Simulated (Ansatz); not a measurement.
Take InCuS$_{2}$ in the chalcopyrite structure (space group I-42d, No. 122; a = 5.5220 Å, c = 11.1303 Å) as the base.

Level of theory: r2SCAN (Ansatz, an electronic-structure program), without spin-orbit coupling.

Base values:

```
Property                           Result
----------------------------  -----------
Gap between the host's bands      0.36 eV
Gap character                 direct at Γ
```

Perturbation: hole doping at 3.0×10^21 cm⁻³ (0.509 per cell), with a uniform compensating background at fixed cell and a 300 K Fermi–Dirac width.

Task: What does the calculation give for the gap between the host's bands after the change?

Result: The gap between the host's bands goes up by 0.22 eV, from 0.36 eV to 0.58 eV.

Task: Predict the new Fermi level from band edge.

Result: The Fermi level relative to the doped band's edge (positive inside the band; to 0.05 eV) amounts to +0.25 eV.

Task: How does this affect the largest internal atomic displacement?

Result: The largest internal atomic displacement comes out as 0.013 Å.

Task: What does the calculation give for the gap character after the change?

Result: The gap character stays direct at Γ.

Charged cell with a jellium background: band edges are those of the host's band count, energies are not comparable with the neutral cell, and many-body gap narrowing is missing. No phonon test of stability was made. All final runs are without spin polarisation.
